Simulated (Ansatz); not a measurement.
# As monolayer: modes against uniaxial strain along the armchair direction, normal to a, with the width clamped

Wanted: the shifts of the zone-centre modes of As monolayer with strain.

Calculated with Ansatz 0.2.0; DFT PBE, scalar-relativistic, plane waves, PAW; PAW set soft_1.

**1. Starting point**

The cell holds 2 atoms: 2 As. Cell: a = 3.610 Å, b = 3.610 Å, c = 26.580 Å, α = 90.0°, β = 90.0°, γ = 120.0°. Vacuum lies along c. The height across the vacuum is the one that the program set for its solve, not the one typed.

**2. Relaxation**

The cell and atoms are relaxed, since residual forces and stress would shift the frequencies. The program lengthens the typed cell of 20.0 Å along the normal to 26.6 Å, as its cut-off of the electrostatics needs, and moves no atom.

File input.yaml:

```yaml
crystal:
  lattice:
    - [3.61, 0.0, 0.0]
    - [-1.805, 3.12635, 0.0]
    - [0.0, 0.0, 20.0]
  atoms:
    - { symbol: As, position: [0.333333, 0.666667, 0.53475] }
    - { symbol: As, position: [0.666667, 0.333333, 0.46525] }
  periodic: [true, true, false]
kpoints:
  mp_grid: { grid: [9, 9, 1] }
hamiltonian:
  xc: pbe
  pseudopotentials: { kind: paw, azcp: { folder: soft_1 } }
scf:
  occupations: { method: gaussian, width: 0.02 }
output:
  forces: true
  stress: true
  eigenvalues: true
relax:
  adjacent_minimum: "off"
  f_tol: 0.005
  max_steps: 80
  cell: { stress_2d_tol: 0.02 }
```

Started as:

```
> ansatz run input.yaml --threads 4 --pin off --max-ram 16384MiB --backend cpu --events-out ev --progress --plain --runs-dir out
```

Numbers of over 12 decimals in the logs are rounded to 6 here.

Log:

```text
Warning: crystal.periodic: the lattice vector that does not repeat stood 0.000° off the slab's normal, 20.000 Å along it as the deck builds it. The run solves the slab on a vector along the normal, 26.580 Å long, with every atom where it was (on the deck's vector they left 18.61 Å outside them, and the widest stretch free of ions among them is 1.39 Å). A fractional position that the run reports is one of the run's ce [...]
Warning: the atoms were moved onto the symmetric positions of the space group found under crystal.symmetry.tolerance 1.0e-5 (fractional; no operation is sought that the atoms, as they stand in a round, miss by more than twice it, and no atom is moved by as much as it), and the run uses the moved positions. Before a round's move an operation carried an atom to 3.61e-6 Å from where it should land, the largest such dist [...]
crystal.periodic: the lattice vector that does not repeat stood 0.000° off the slab's normal, 20.000 Å along it as the deck builds it. The run solves the slab on a vector along the normal, 26.580 Å long, with every atom where it was (on the deck's vector they left 18.61 Å outside them, and the widest stretch free of ions among them is 1.39 Å). A fractional position that the run reports is one of the run's cell, which [...]
Engine: ansatz 0.2.0, x86_64-unknown-linux-gnu
Pseudopotentials: kind: paw
Pseudopotential: As, paw, valence charge 15, recommended cutoff 420 eV (normal), soft_1/As.paw.azcp
Functional definition: PBE
  parameter kappa = 0.804
  parameter beta = 0.066725
  exchange = pbe_x(kappa = kappa, mu = beta*pi^2/3)
  correlation = pbe_c(beta = beta)
Crystal: 2 atoms, lattice volume = 299.985 Å³
Basis set: ecut = 420 eV, 5801 PW (Γ), exchange–correlation on 50×50×360 points (8 copies of the dense FFT grid, shifted against one another)
Bands: 19, of which v1, the nominal top of the filled ones, is band 15 counted from 1 (14 counted from 0)
Symmetry: 12 space group operations
Space group: P-3m1 (ITA 164), of the structure as read, at distance tolerance 6.7e-5 Å
k-points: 12 of 81
Non-local potential: As, projectors of the file, l = 0: 2, l = 1: 2, l = 2: 3, l = 3: 1
PAW form: soft (Blöchl's): semilocal exchange-correlation on the pseudo side does not see the compensation charge
PAW one-centre angular grid: As, 590 points (default); XC on 64 Gauss nodes
Initial density: superposition of atomic densities (neutral atoms: chi_scale 0, normalization atom)
Initial wavefunctions: pseudopotential atomic-orbital guess
Functional: x = pbe(κ = 0.804, μ = 0.219515), c = pbe(β = 0.066725)
iter 1 solved again at ethr=9.59e-4 eV; its pass at ethr=3.10e-3 eV (dr2=2.88e-1 eV) is discarded
SCF iter   1: F=—  HF=-9712.324944 eV  |F-HF|=—  |Δ(HF+E_count)|=         —  Δρ=1.09e-2  dr2=2.88e-1  ethr=9.59e-4  ⟨swp⟩=1.8  Hψ=1896  notcnv=0
preconditioner: auto → none  [insulator: Δε(μ)=1.752 eV  Ē_g=9.568 eV  σ=0.020 eV  W_gap=1.00  n_scr=14 (ndim 8)  ℏωp=6.8 eV  f_vac=0.787  D(μ)=0.00/eV (n_scr^D=0)  ε∞_Penn≈1.5]
SCF iter   2: F=—  HF=-9712.283848 eV  |F-HF|=—  |Δ(HF+E_count)|=   4.11e-2  Δρ=5.14e-3  dr2=5.07e-2  ethr=9.59e-4  ⟨swp⟩=3.1  Hψ=353  notcnv=0
SCF iter   3: F=—  HF=-9712.280627 eV  |F-HF|=—  |Δ(HF+E_count)|=   3.22e-3  Δρ=8.42e-4  dr2=2.48e-3  ethr=1.69e-4  ⟨swp⟩=4.0  Hψ=504  notcnv=0
SCF iter   4: F=—  HF=-9712.279801 eV  |F-HF|=—  |Δ(HF+E_count)|=   8.27e-4  Δρ=2.72e-4  dr2=6.70e-5  ethr=8.26e-6  ⟨swp⟩=3.6  Hψ=543  notcnv=0
SCF iter   5: F=—  HF=-9712.279830 eV  |F-HF|=—  |Δ(HF+E_count)|=   2.88e-5  Δρ=4.10e-5  dr2=1.64e-6  ethr=2.23e-7  ⟨swp⟩=2.9  Hψ=310  notcnv=0
SCF iter   6: F=—  HF=-9712.279830 eV  |F-HF|=—  |Δ(HF+E_count)|=   4.83e-7  Δρ=5.07e-6  dr2=1.64e-7  ethr=3.33e-10  ⟨swp⟩=11.5  Hψ=1419  notcnv=0
iter 7 did not close the SCF: its close was put off until two iterations running show no level that it waits for move by more than its bar (scf_convergence_deferred on its scf_iter line)
SCF iter   7: F=-9712.279830 eV  HF=-9712.279830 eV  |F-HF|=1.89e-9  |Δ(HF+E_count)|=   8.54e-8  Δρ=8.18e-7  dr2=2.54e-9  ethr=3.33e-10  ⟨swp⟩=5.9  Hψ=998  notcnv=0
SCF iter   8: F=-9712.279830 eV  HF=-9712.279830 eV  |F-HF|=1.75e-10  |Δ(HF+E_count)|=  2.58e-10  Δρ=1.72e-7  dr2=5.63e-11  ethr=8.46e-12  ⟨swp⟩=1.8  Hψ=761  notcnv=0
SCF 1 converged in 8 iterations: F = -9712.279830 eV  dr2 = 5.63e-11
  greatest PAW one-centre occupation: 0.999 electrons in one spin orbital (limit 2), on the As atom at site 1 (counted from 0), in its partial waves of l = 2
relax step   1: F+E_penalty+E_count = -9712.27983006 eV  Δ(F+E_penalty+E_count) = +0.000e0 eV  max|allowed force component| = 3.799e-3 eV/Å  Δτ_max = 0.0000 Å  P = -0.067 N/m  Ω = 299.985 Å³  fix = [c, alpha, beta]  reactions: c -0.000 N/m  (8 SCF iters, dr2 threshold 1.00e-7 eV, accepted)
Crystal: 2 atoms, lattice volume = 299.517 Å³
Initial density: handed on by an earlier stage of this run
Initial wavefunctions: those handed on with the density
iter 1 solved again at ethr=1.84e-8 eV; its pass at ethr=3.10e-3 eV (dr2=5.52e-6 eV) is discarded
SCF iter   1: F=—  HF=-9712.279883 eV  |F-HF|=—  |Δ(HF+E_count)|=         —  Δρ=2.99e-5  dr2=5.54e-6  ethr=1.84e-8  ⟨swp⟩=3.8  Hψ=1537  notcnv=0
preconditioner: auto → none  [insulator: Δε(μ)=1.635 eV  Ē_g=9.428 eV  σ=0.020 eV  W_gap=1.00  n_scr=14 (ndim 8)  ℏωp=6.8 eV  f_vac=0.794  D(μ)=0.00/eV (n_scr^D=0)  ε∞_Penn≈1.5]
SCF iter   2: F=—  HF=-9712.279883 eV  |F-HF|=—  |Δ(HF+E_count)|=   2.39e-7  Δρ=1.25e-5  dr2=2.12e-7  ethr=1.84e-8  ⟨swp⟩=2.9  Hψ=373  notcnv=0
SCF iter   3: F=—  HF=-9712.279883 eV  |F-HF|=—  |Δ(HF+E_count)|=   3.60e-8  Δρ=5.96e-6  dr2=4.56e-8  ethr=2.85e-11  ⟨swp⟩=9.6  Hψ=1341  notcnv=0
SCF iter   4: F=—  HF=-9712.279883 eV  |F-HF|=—  |Δ(HF+E_count)|=   2.33e-8  Δρ=2.55e-6  dr2=9.28e-9  ethr=1.52e-10  ⟨swp⟩=2.4  Hψ=411  notcnv=0
SCF iter   5: F=-9712.279883 eV  HF=-9712.279883 eV  |F-HF|=1.29e-10  |Δ(HF+E_count)|=   1.23e-9  Δρ=5.37e-7  dr2=4.23e-10  ethr=2.85e-11  ⟨swp⟩=4.9  Hψ=847  notcnv=0
SCF 2 converged in 5 iterations: F = -9712.279883 eV  dr2 = 4.23e-10
relax step   2: F+E_penalty+E_count = -9712.27988296 eV  Δ(F+E_penalty+E_count) = -5.290e-5 eV  max|allowed force component| = 9.657e-3 eV/Å  Δτ_max = 0.0006 Å  P = -0.023 N/m  Ω = 299.517 Å³  energy of the carried Pulay correction = +1.192e-5 eV  fix = [c, alpha, beta]  reactions: c -0.000 N/m  (5 SCF iters, dr2 threshold 8.56e-9 eV, accepted)
Crystal: 2 atoms, lattice volume = 299.111 Å³
Basis set: ecut = 420 eV, 5789 PW (Γ), exchange–correlation on 50×50×360 points (8 copies of the dense FFT grid, shifted against one another)
iter 1 solved again at ethr=1.33e-7 eV; its pass at ethr=3.10e-3 eV (dr2=4.00e-5 eV) is discarded
SCF iter   1: F=—  HF=-9712.279751 eV  |F-HF|=—  |Δ(HF+E_count)|=         —  Δρ=1.03e-4  dr2=3.54e-5  ethr=1.33e-7  ⟨swp⟩=3.0  Hψ=1478  notcnv=0
preconditioner: auto → none  [insulator: Δε(μ)=1.650 eV  Ē_g=9.447 eV  σ=0.020 eV  W_gap=1.00  n_scr=14 (ndim 8)  ℏωp=6.8 eV  f_vac=0.794  D(μ)=0.00/eV (n_scr^D=0)  ε∞_Penn≈1.5]
SCF iter   2: F=—  HF=-9712.279745 eV  |F-HF|=—  |Δ(HF+E_count)|=   5.86e-6  Δρ=4.56e-5  dr2=3.06e-6  ethr=1.18e-7  ⟨swp⟩=3.5  Hψ=433  notcnv=0
SCF iter   3: F=—  HF=-9712.279748 eV  |F-HF|=—  |Δ(HF+E_count)|=   2.43e-6  Δρ=1.51e-5  dr2=2.83e-7  ethr=1.02e-8  ⟨swp⟩=2.2  Hψ=276  notcnv=0
SCF iter   4: F=—  HF=-9712.279748 eV  |F-HF|=—  |Δ(HF+E_count)|=   1.17e-7  Δρ=2.70e-6  dr2=1.35e-8  ethr=9.45e-10  ⟨swp⟩=3.2  Hψ=341  notcnv=0
SCF iter   5: F=-9712.279748 eV  HF=-9712.279748 eV  |F-HF|=5.38e-10  |Δ(HF+E_count)|=   1.17e-9  Δρ=5.53e-7  dr2=4.98e-10  ethr=1.94e-11  ⟨swp⟩=8.7  Hψ=1255  notcnv=0
SCF 3 converged in 5 iterations: F = -9712.279748 eV  dr2 = 4.98e-10
relax step   3: F+E_penalty+E_count = -9712.27974773 eV  Δ(F+E_penalty+E_count) = +1.352e-4 eV  max|allowed force component| = 6.060e-2 eV/Å  Δτ_max = 0.0024 Å  P = +0.068 N/m  Ω = 299.111 Å³  energy of the carried Pulay correction = +2.230e-5 eV  fix = [c, alpha, beta]  (5 SCF iters, dr2 threshold 5.83e-9 eV, rejected (line search))
[...]
relax step   4: F+E_penalty+E_count = -9712.27989365 eV  Δ(F+E_penalty+E_count) = -1.070e-5 eV  max|allowed force component| = 6.323e-5 eV/Å  Δτ_max = 0.0003 Å  P = -0.000 N/m  Ω = 299.361 Å³  energy of the carried Pulay correction = +1.592e-5 eV  fix = [c, alpha, beta]  reactions: c -0.000 N/m  (7 SCF iters, accepted)
Initial wavefunctions: pseudopotential atomic-orbital guess (no wavefunctions were taken with the density)
iter 1 solved again at ethr=1.54e-7 eV; its pass at ethr=3.10e-3 eV (dr2=4.62e-5 eV) is discarded
SCF iter   1: F=—  HF=-9712.279871 eV  |F-HF|=—  |Δ(HF+E_count)|=         —  Δρ=1.23e-6  dr2=2.00e-9  ethr=1.54e-7  ⟨swp⟩=5.4  Hψ=2402  notcnv=0
eigensolver tolerance schedule: the retry pair's looser diagonalisation over-reported the residual by 23053.22 of it (diagonalisation noise at an unbounded share of the residual, at the tolerance the schedule requests for it); recorded, not acted on — ethr = c·dr2/N_el stays at c = 1.0e-1
preconditioner: auto → none  [insulator: Δε(μ)=1.635 eV  Ē_g=9.431 eV  σ=0.020 eV  W_gap=1.00  n_scr=14 (ndim 8)  ℏωp=6.8 eV  f_vac=0.794  D(μ)=0.00/eV (n_scr^D=0)  ε∞_Penn≈1.5]
SCF iter   2: F=—  HF=-9712.279878 eV  |F-HF|=—  |Δ(HF+E_count)|=   6.04e-6  Δρ=5.19e-7  dr2=1.14e-9  ethr=6.67e-12  ⟨swp⟩=5.2  Hψ=674  notcnv=0
SCF iter   3: F=—  HF=-9712.279878 eV  |F-HF|=—  |Δ(HF+E_count)|=  1.80e-10  Δρ=2.75e-7  dr2=1.04e-10  ethr=3.80e-12  ⟨swp⟩=2.0  Hψ=274  notcnv=0
SCF iter   4: F=—  HF=-9712.279878 eV  |F-HF|=—  |Δ(HF+E_count)|=  1.40e-10  Δρ=8.29e-8  dr2=1.43e-11  ethr=1.00e-12  ⟨swp⟩=3.6  Hψ=468  notcnv=0
SCF iter   5: F=—  HF=-9712.279878 eV  |F-HF|=—  |Δ(HF+E_count)|=  1.09e-11  Δρ=3.10e-8  dr2=3.97e-12  ethr=1.00e-12  ⟨swp⟩=1.2  Hψ=231  notcnv=0
SCF iter   6: F=-9712.279878 eV  HF=-9712.279878 eV  |F-HF|=4.55e-11  |Δ(HF+E_count)|=    0.00e0  Δρ=6.94e-9  dr2=1.27e-13  ethr=1.00e-12  ⟨swp⟩=9.8  Hψ=1345  notcnv=0
SCF 5 converged in 6 iterations: F = -9712.279878 eV  dr2 = 1.27e-13
relax step   5: F+E_penalty+E_count = -9712.27987750 eV  Δ(F+E_penalty+E_count) = +1.615e-5 eV  max|allowed force component| = 4.829e-5 eV/Å  Δτ_max = 0.0000 Å  P = -0.000 N/m  Ω = 299.361 Å³  fix = [c, alpha, beta]  reactions: c -0.000 N/m  stress off target by 2.46e-4 N/m on what of the cell is left free  SCF on the basis re-selected at this cell (its energy is not comparable with the rows above)  (6 SCF iters)
basis re-selected at this cell: Δ(F+E_penalty+E_count) = +1.615e-5 eV, ΔP = -0.000 N/m vs the last step (what re-selecting the basis moved, of the pressure what is left beyond the Pulay correction that the steps carried, after the strain that the cell walked since its last selection, with what the two solves' SCF thresholds leave and, on support functions, any second-order correction that the steps lacked; it is no m [...]
SCF converged after 6 iterations
Free energy (F): -9712.279878 eV
Harris-Foulkes:  -9712.279878 eV  (|F-HF|=4.55e-11)
Internal energy: -9712.279878 eV  (E = F + TS)
E sigma→0 (E₀):  -9712.279878 eV
Fermi energy:    -4.550941 eV
--- Per-component energies (eV) ---
  E_band       = -914.413950
  E_kinetic    = 192.144134
  E_local      = -45107.437426  (includes V_loc(G=0)·N_el)
  E_nonlocal   = -785.986604
  E_hartree    = 22578.472486
  E_xc         = -139.488429
  E_vxc        = -145.560885  (∫ρ·V_xc dr)
  E_paw        = -4026.744403  (= ΣΔE_a)
  E_vpaw       = -224.518155  (= ΣTr[D̂ρ^β])
  E_aug_tail   = -0.000014  (compensation charges beyond the density's cutoff)
  E_ewald      = 17576.760378
  E_smearing   = -0.000000  (= −TS)
  E_closure    = -0.000000  (closes the sum)
  Σ components = -9712.279878   (vs F -9712.279878, Δ=0.00e0)
--- Forces (eV/Å), atoms counted from 1 ---
  atom   1  As    -0.00000000     0.00000000    -0.00004829
  atom   2  As     0.00000000    -0.00000000     0.00004829
  max |Σ_I F_I| component: 2.89e-19 eV/Å
--- 2D stress c σ (N/m, compression-positive) ---
       -0.000246      -0.000000      -0.000000
       -0.000000      -0.000246       0.000000
       -0.000000       0.000000      -0.000000
  P = ½ c Tr σ = -0.0002 N/m
--- Band table (eV; the first three rows and the last of 12) ---
  k-point 0: bands = [... 11 lower, -12.5337, -5.9029, -5.3684, -5.3684, -3.4132, -1.8660, -1.8660, -0.5145]
  k-point 1: bands = [... 11 lower, -12.5179, -6.7002, -5.8293, -5.7107, -2.7664, -1.8207, -1.5226, -0.2850]
  k-point 2: bands = [... 11 lower, -12.6286, -8.2849, -6.3569, -5.7479, -3.4834, -1.0187 (-1.0187°), -1.0175, 0.1683]
  k-point 11: bands = [... 11 lower, -15.2908, -9.7081, -7.3426, -7.3426, -3.3397, -0.7827, -0.7827, 2.7362]
  ° read free of the cell's end (the report's vacuum.weakly_bound_levels)
--- Relaxed structure (4 steps of the walk, 3 accepted, 1 SCFs on fresh bases) ---
  F+E_penalty+E_count = -9712.27987750 eV   max|allowed force component| = 4.829e-5 eV/Å   (the final SCF, on the basis selected at the relaxed cell)
  cell:  # Å, volume = 299.3605 Å³
    - [3.606239, 0.0, 0]
    - [-1.803119, 3.123094, 0]
    - [0, 0, 26.58]
  atoms:
    - { symbol: As, position: [0.333333, 0.666667, 0.402383] }
    - { symbol: As, position: [0.666667, 0.333333, 0.350062] }
```

Elapsed: 4.9 s, on 4 threads of Intel Xeon Platinum 8488C (Sapphire Rapids), shared host; peak memory 0.64 GiB.

Step by step:

| step | energy less that of the first step (eV) | largest force component (eV/Å) | volume (Å³) |
| --- | --- | --- | --- |
| 1 | 0.0000 | 0.0038 | 299.99 |
| 2 | -0.0001 | 0.0097 | 299.52 |
| 3 | 0.0001 | 0.0606 | 299.11 |
| 4 | -0.0001 | 0.0001 | 299.36 |
| 5* | 0.0000 | 0.0000 | 299.36 |

Relaxation steps marked * repeat the geometry before them on a plane-wave basis chosen anew for their cell, so energy and pressure can jump there. Relaxation step 3 was tried and not accepted.

The run keeps the 12 symmetry operations that it works with, so distortions that break them were not tested.

| cell as run | before | after | change |
| --- | --- | --- | --- |
| a (Å) | 3.610 | 3.606 | -0.1 % |
| b (Å) | 3.610 | 3.606 | -0.1 % |

Final coordinates:

```xyz
2
Lattice="3.6062 0.0000 0.0000 -1.8031 3.1231 0.0000 0.0000 0.0000 26.5800" Properties=species:S:1:pos:R:3
As    0.0000    2.0821   10.6954
As    1.8031    1.0410    9.3046
```

This step gave:

```yaml
gap_on_the_k_mesh: 1.635 eV
area_per_atom: 5.631 Å²
```

The cell shrank by 0.1 % in its periodic edges.

**3. Tight relaxation**

Phonons need small forces and stress, so the relaxation is finished with tight tolerances on 9×9×1 k points.

input.yaml, the sections that differ from step 2:

```yaml
crystal:
  lattice:
    - [3.60623874, 0.0, 0.0]
    - [-1.80311937, 3.1230943609, 0.0]
    - [0.0, 0.0, 26.58]
  atoms:
    - { symbol: As, position: [0.3333333333, 0.6666666667, 0.402383496] }
    - { symbol: As, position: [0.6666666667, 0.3333333333, 0.3500619517] }
  periodic: [true, true, false]
scf:
  occupations: { method: fixed }
relax:
  adjacent_minimum: "off"
  f_tol: 0.001
  max_steps: 60
  cell: { stress_2d_tol: 0.002 }
# kpoints, hamiltonian, output: as in step 2
```

Log:

```text
[...]
Crystal: 2 atoms, lattice volume = 299.361 Å³
Basis set: ecut = 420 eV, 5801 PW (Γ), exchange–correlation on 50×50×360 points (8 copies of the dense FFT grid, shifted against one another)
Bands: 19, of which v1, the nominal top of the filled ones, is band 15 counted from 1 (14 counted from 0)
Symmetry: 12 space group operations
[...]
k-points: 12 of 81
[...]
° read free of the cell's end (the report's vacuum.weakly_bound_levels)
--- Relaxed structure (1 steps of the walk, 1 accepted, 1 SCFs on fresh bases) ---
[...]
cell:  # Å, volume = 299.3605 Å³
    - [3.606239, 0.0, 0.0]
    - [-1.803119, 3.123094, 0.0]
    - [0.0, 0.0, 26.58]
  atoms:
    - { symbol: As, position: [0.333333, 0.666667, 0.402383496] }
    - { symbol: As, position: [0.666667, 0.333333, 0.3500619517] }
[key lines of the parts left out:]
SCF converged after 6 iterations
Free energy (F): -9712.279878 eV
Fermi energy:    -5.368400 eV
P = ½ c Tr σ = -0.0002 N/m
```

Elapsed: 2.1 s, on 4 threads; peak memory 0.63 GiB; 7.5 s of CPU time.

Little changed from the start: no atom moved by 0.005 Å and no cell edge by 0.1 %.

The largest force component left is 0.048 meV/Å, within the tolerances set.

(Part 1 of 2 ends here.)

[Logs are printed without paths, hosts, clocks, repeated set-up lines and the standing remarks that a program may print on its own settings, such as how far it seeks lower states.]

[Hosts, paths, dates, database ids (printed as entryN), source tags and the programs' standing remarks are cut or masked in the printed files.]
